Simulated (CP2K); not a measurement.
Runs of CP2K 2026.2 on HgSe. Symmetry: F-43m, No. 216, cubic system. Conventional cell: a = 6.078 Å, b = 6.078 Å, c = 6.078 Å, α = 90.00°, β = 90.00°, γ = 90.00°. Hg (site symmetry -43m) is surrounded by 4 Se at 2.63 Å. Se (site symmetry -43m) is surrounded by 4 Hg at 2.63 Å. 

| level | potentials or basis | smearing | EPS_DEFAULT | NGRIDS | points a segment of the path (NPOINTS) | bands added on the path | CUTOFF of the grids | gap on the mesh (eV) | pressure (GPa) |
| --- | --- | --- | --- | --- | --- | --- | --- | --- | --- |
| r2SCAN | POTENTIAL_UZH Hg GTH-SCAN-q12, Se GTH-SCAN-q6; TZVP-MOLOPT-SCAN-GTH basis | fermi-dirac 0.05 eV | 1.0E-10 | 5 | 6 | 2 | 675 Ry | none | 2.5 |
| PBE | POTENTIAL_UZH Hg GTH-PBE-q12, Se GTH-PBE-q6; TZVP-MOLOPT-PBE-GTH basis | fermi-dirac 0.05 eV | 1.0E-9 | 4 | 8 | 2 | 450 Ry | none | 5.6 |
| PBE | POTENTIAL_UZH Hg GTH-PBE-q12, Se GTH-PBE-q6; TZVP-MOLOPT-PBE-GTH basis | fermi-dirac 0.01 eV | 1.0E-9 | 4 | 6 | 6 | 450 Ry | none | 5.6 |
| LDA | GTH_POTENTIALS Hg GTH-PADE-q12, Se GTH-PADE-q6; TZVP-MOLOPT-PBE-GTH basis | fermi-dirac 0.0259 eV | 1.0E-9 | 4 | 6 | 6 | 450 Ry | none | (a) |
| TB-mBJ | POTENTIAL_UZH Hg GTH-PBE-q12, Se GTH-PBE-q6; TZVP-MOLOPT-PBE-GTH basis | fermi-dirac 0.1 eV | 1.0E-10 | 5 | 8 | 2 | 675 Ry | none | - |
| PBEsol | POTENTIAL_UZH Hg GTH-PBE-q12, Se GTH-PBE-q6; TZVP-MOLOPT-PBE-GTH basis | fermi-dirac 0.1 eV | 1.0E-9 | 5 | 8 | 4 | 450 Ry | none | 3.0 |

Alike in all rows: task band structure; no spin polarisation; cell as given; k mesh 8 × 8 × 8.

Estimate the missing entries.

(a) 0.1.

Caveats: spin-orbit coupling is left out, which moves the levels of the heavy elements; the basis of atomic orbitals isn't converged, which shifts pressures, moduli and gaps; the potentials were made for another functional, which shifts forces and pressure (some runs); this is a model potential without an energy functional, so only levels have meaning (some runs).

A k mesh can miss the band edges, and the runs leave out spin-orbit coupling on Hg, Se.

A gap of «none» marks a metal or a gap under the smearing width.
